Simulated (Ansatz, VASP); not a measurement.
## Two plane-wave programs on PbF2 (Fluorocronite)

```
CELL_PARAMETERS angstrom
0.00000 2.96366 2.96366
2.96366 0.00000 2.96366
2.96366 2.96366 0.00000
ATOMIC_POSITIONS crystal
Pb 0.00000 0.00000 0.00000
F 0.25000 0.25000 0.25000
F 0.75000 0.75000 0.75000
```

Alike in both runs: task single point; functional PBE; k mesh 7 × 7 × 7; no spin polarisation.

|  | VASP | Ansatz |
| --- | --- | --- |
| version | VASP 6.6.1 | Ansatz 0.2.0 |
| potentials or method | VASP PAW PBE potentials, release 64 (Pb_d, F) | plane waves, PAW |
| plane-wave cutoff (eV) | 520 | 422 |
| occupations | gaussian, width 0.01 eV | fixed |
| valence electrons in the cell | 28 | 28 |

|  | VASP | Ansatz | Ansatz less VASP |
| --- | --- | --- | --- |
| gap on the k mesh at the Fermi level (eV) | 4.46 | 4.46 | +0.003 |

Caveats: spin-orbit coupling is left out, which as a rule narrows the gap of such compounds by several tenths of an eV; an odd mesh through Γ misses points on the zone boundary, where band edges often lie. A hybrid or GW would open this gap; PBE tends to underestimate it.
